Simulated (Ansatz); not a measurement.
## Ru: strain energy, fitted

Ru, P6_3/mmc, a = 2.689 Å, c = 4.252 Å. Ansatz: PBEsol, PAW, 420 eV, Γ-centred 24×24×12 mesh on 2 atoms, Gaussian smearing 0.10 eV; no spin polarisation. Series: shear of c along a, cell held, atoms relaxed; x is the strain in per cent (engineering shear). y is the free energy over the unstrained cell, V0 = 13.318 Å³/atom. Symmetry makes y even in x.

| x (%) | y (meV/atom) |
| --- | --- |
| 0.0 | 0.00 |
| 1.0 | ? |
| 2.0 | 3.46 |
| 3.0 | 7.76 |
| 4.0 | 13.74 |
| 6.0 | 30.52 |

Problem. Fit y = c2 x² + c4 x⁴ to the other rows, turn c2 into a modulus, and predict the missing energy.

Solution. Least squares on the rows shown. y = 0.86733 x² − 0.00054286 x⁴. In eV per unit strain² c2 is 8.673; this is the shear stiffness (E = ½ C V0 γ²): 2 × 8.673 × 160.2 / (13.318) = 209 GPa. At x = 1.0 the fit asked for gives 0.87 meV/atom. The run gave 0.87 meV/atom, the same to the digits shown.